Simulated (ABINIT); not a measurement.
RbCl:

```
Rb Cl
1.0
     0.00000    3.27400    3.27400
     3.27400    0.00000    3.27400
     3.27400    3.27400    0.00000
Rb Cl
1 1
Direct
  0.00000 0.00000 0.00000
  0.50000 0.50000 0.50000
```

| Item | Value |
| --- | --- |
| Program | ABINIT 10.8.3 (patched build) |
| Task | single point |
| Functional | PBE |
| Potentials or basis | JTH PAW PBE v2.0 |
| Cutoff | 680 eV |
| k mesh | 7 × 7 × 7 |
| Occupations | fermi-dirac, width 0.05 eV |
| Spin | no spin polarisation |

On this cell: pressure 1.3 GPa; largest force zero by symmetry; band gap on the k mesh 5.04 eV, direct.

The same run follows on a disturbed copy (atoms moved at random, drawn with an rms of 0.05 Å):

```
CELL_PARAMETERS angstrom
0.00000 3.27400 3.27400
3.27400 0.00000 3.27400
3.27400 3.27400 0.00000
ATOMIC_POSITIONS crystal
Rb 0.98821 0.00202 0.00602
Cl 0.48568 0.49733 0.50592
```

Task: What changes?

Result: The energy moves by +0.6 meV/atom; pressure 1.3 GPa; largest force 0.045 eV/Å; band gap on the k mesh 5.04 eV, direct.

Forces on the atoms (eV/Å):
```
Rb  -0.025  0.006 -0.037
Cl   0.025 -0.006  0.037
```

Caveats: an odd mesh through Γ misses points on the zone boundary, where band edges often lie.
